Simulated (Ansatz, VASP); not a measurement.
## P: VASP beside Ansatz

Contents of INCAR:

```
SYSTEM = P
AGGAC = 1.0 ; AGGAX = 1.0
ALDAC = 0.0 ; ALDAX = 1.0
ALGO = Normal ; EDIFF = 1E-6
ENCUT = 520 ; GGA = B5
ISIF = 2 ; ISMEAR = -1
LASPH = .TRUE. ; LCHARG = .TRUE.
LELF = .TRUE. ; LREAL = .FALSE.
LVHAR = .TRUE. ; LWAVE = .FALSE.
NBANDS = 8 ; NELM = 100
PREC = Accurate ; SIGMA = 0.1
```

The input KPOINTS:

```
k-points
0
G
  15 15 15
  0 0 0
```

Contents of POSCAR:

```
P
1.0
    0.0000000000      2.0042300300      2.0042300300
    2.0042300300      0.0000000000      2.0042300300
    2.0042300300      2.0042300300      0.0000000000
P
1
Direct
    0.0000000000      0.0000000000      0.0000000000
```

Input for Ansatz:

```yaml
crystal:
  lattice:
    - [0.0, 2.00423003, 2.00423003]
    - [2.00423003, 0.0, 2.00423003]
    - [2.00423003, 2.00423003, 0.0]
  atoms:
    - { symbol: P, position: [0.0, 0.0, 0.0] }
hamiltonian:
  xc: blyp
  pseudopotentials:
    kind: paw
    azcp:
      P: "pseudopotentials/P.paw.azcp"
basis:
  ecutwfc: 420
  fft_grid_basis: typed
kpoints:
  mp_grid: { grid: [15, 15, 15], shift: [0, 0, 0] }
magnetization:
  spin_polarized: false
scf:
  occupations: { method: fermi_dirac, width: 0.1 }
  lower_state_search: "off"
output:
  stress: true
```

Alike in both runs: task single point; functional BLYP; k mesh 15 × 15 × 15; occupations fermi-dirac, width 0.1 eV; no spin polarisation.

|  | VASP | Ansatz |
| --- | --- | --- |
| version | VASP 6.6.1 | Ansatz 0.2.0 |
| potentials or method | VASP PAW PBE potentials, release 64 (P) | plane waves (420 eV) with PAW, scalar-relativistic |
| plane-wave cutoff (eV) | 520 | 420 |
| valence electrons in the cell | 5 | 5 |

Ansatz gave:

```
pressure (GPa) : 2.9
```

**Question.** What did VASP give for the same quantities?

**Answer.** Pressure (GPa): 3.0.

Caveats: the PAW data sets were made with another functional, which shifts forces and pressure a little (VASP).
